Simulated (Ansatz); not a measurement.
**fcc against bcc along groups 8 to 10**

Level of theory: DFT, RPBE, plane waves (420 eV) with PAW, scalar-relativistic (Ansatz 0.2.0). (PAW data from PBE, frozen cores regenerated.)

Each structure is relaxed within its symmetry, in the lowest magnetic state of the tried starts. Differences under about 8 meV lie within the error of the k-point mesh.

```
element  E(fcc) − E(bcc) (meV/atom)  V(fcc) (Å³/atom)  V(bcc) (Å³/atom)       state of fcc       state of bcc
     Ru                        -499             14.05             14.48  spin not included  spin not included
     Os                        -739             14.50             14.95  spin not included  spin not included
     Co                         -59             11.22             11.45      ferromagnetic      ferromagnetic
     Rh                        -336             14.31             14.79       non-magnetic  spin not included
     Ir                        -627             14.68             15.26       non-magnetic  spin not included
     Ni                         -96             11.22             11.31      ferromagnetic      ferromagnetic
     Pd                           ?                 ?                 ?                  ?                  ?
     Pt                         -91             15.93             16.13  spin not included  spin not included
```

Question: Fill in the row of Pd.

Answer: E(fcc) − E(bcc) (meV/atom): -42; V(fcc) (Å³/atom): 15.82; V(bcc) (Å³/atom): 15.90; state of fcc: spin not included; state of bcc: non-magnetic.
